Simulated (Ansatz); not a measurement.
**MgO (Fm-3m): G0W0 and the choice of datasets**

```
CELL_PARAMETERS angstrom
0.00000 2.10550 2.10550
2.10550 0.00000 2.10550
2.10550 2.10550 0.00000
ATOMIC_POSITIONS crystal
Mg 0.00000 0.00000 0.00000
O 0.50000 0.50000 0.50000
```

Held fixed (Ansatz):

| Quantity | Value |
| --- | --- |
| orbitals | PBE |
| k mesh | 6×6×6 |
| empty bands | 180 |
| response cutoff | 180 eV |
| frequencies | plasmon pole, fitted at the program's default frequency |
| q → 0 term | analytic weight of Carrier, Rohra and Görling |
| points solved | Γ, L, X |
| band sums | cut at the band count |

The gap is read direct at Γ, linearised, between the Kohn-Sham band edges among the points solved. The direct gap is read between the top filled and lowest empty Kohn-Sham band at Γ. ε∞ is the electronic dielectric constant on this mesh.

| datasets, wave cutoff | KS gap (eV) | G0W0 gap (eV) | direct at Γ (eV) | ε∞ |
| --- | --- | --- | --- | --- |
| hard PAW, 700 eV | 4.74 | 7.26 | 7.26 | 3.1 |
| hand-made PAW, 930 eV | 4.75 | 7.28 | 7.28 | 3.1 |
| soft PAW (1st gen.), 420 eV | 4.75 | 7.23 | 7.23 | 3.1 |
| norm-conserving, 1240 eV | 4.76 | 7.00 | 7.00 | 3.1 |

Farthest from hard PAW, 700 eV in the G0W0 gap: norm-conserving, 1240 eV (-0.26 eV). The nearest differs by 0.020 eV.

Soft PAW datasets can miss an all-electron G0W0 gap by more than 5 %. With norm-conserving pseudopotentials the core–valence exchange is only approximate, which can shift gaps by tenths of an eV and RPA lattice constants by most of a per cent. Band sums or response are cut, so the gap isn't at its basis limit.
